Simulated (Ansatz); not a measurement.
Free-standing chains of the atoms of NaF, named by their start (strip: triangular double chain, ladder: square double chain); atoms and period are relaxed, and energies count from relaxed bulk NaF (Fm-3m, 12.97 Å³/atom, gap on the mesh 6.09 eV).

Level of theory: Ansatz, DFT PBE, scalar-relativistic, plane waves, PAW.

Cutoff 420 eV, Gaussian smearing of 0.05 eV, energies at zero smearing, symmetry of each start kept, collinear spin where a moment is listed.

| start | atoms | k mesh | excess energy (eV per host atom) | period (Å) | gap on the mesh (eV) | highest filled level or Fermi level under vacuum (eV) |
| --- | --- | --- | --- | --- | --- | --- |
| linear chain | 2 | 1×1×15 | 0.502 | 4.130 | 5.21 | 6.46 |
| dimerised chain | 2 | 1×1×15 | 0.502 | 4.127 | 5.21 | 6.47 |
| zigzag chain | 2 | 1×1×17 | 0.502 | 4.124 | 5.25 | 6.47 |
| ladder chain | 4 | 1×1×15 | 0.334 | 4.274 | 5.33 | 6.65 |
| strip chain* | 2 | 1×1×29 | 0.502 | 4.127 | 5.27 | 6.47 |

Zero in every row: size of the moment (μB per cell).

* ends far from its start.

An odd mesh misses points on the zone edge, so a gap read on it can be too wide.

Each run keeps its start's symmetry and one magnetic start, so lower states can exist. Rows stand on unlike meshes and boxes, so starts that end alike can differ by a few hundredths of an eV per atom.